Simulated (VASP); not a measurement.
KBr, 2 atoms in the cell. The structure is tetragonal, space group I-4m2 (No. 119). The conventional cell has a = 5.216 Å, b = 5.216 Å, c = 7.490 Å, α = 90.00°, β = 90.00°, γ = 90.00°. K (site symmetry -4m2) has 4 Br at 3.21 Å as nearest neighbours. Br (site symmetry -4m2) is surrounded by 4 K at 3.21 Å. The cell was built by a generator and needn't be a form met in nature. The cell isn't the ideal one: uniaxial_x strain +1.5%.

* Program: VASP 6.6.1
* Task: single point
* Functional: HSE06
* Potentials or basis: VASP PAW PBE potentials, release 64 (K_sv, Br)
* Cutoff: 520 eV
* k mesh: 4 × 4 × 4
* Occupations: gaussian, width 0.01 eV
* Spin: no spin polarisation
* Dipole correction: no
* Exchange at q = 0: truncated
* Grid for exact exchange (PRECFOCK): Normal
* Screening parameter: 0.2079 1/A
* Further INCAR settings: ALGO = Normal; EDIFF = 1e-07; NBANDS = 15

Potentials or basis: VASP PAW PBE potentials, release 64 (K_sv, Br).

Launch:

```sh
$ cat potpaw_PBE.64/K_sv/POTCAR potpaw_PBE.64/Br/POTCAR > POTCAR
$ cp INCAR.step1 INCAR
$ mpirun -np 1 vasp_std > vasp.out
$ cp INCAR.step2 INCAR
$ mpirun -np 1 vasp_std > vasp.out
```

Hardware: 1 thread of Intel(R) Xeon(R) Platinum 8488C (Sapphire Rapids), on a shared host.

**Question.** Estimate the wall time of this run.

**Answer.** It took 19 min on 1 thread of Intel(R) Xeon(R) Platinum 8488C (Sapphire Rapids), on a shared host, peak memory 0.35 GiB. Counts: scf iterations 10, k points 13.
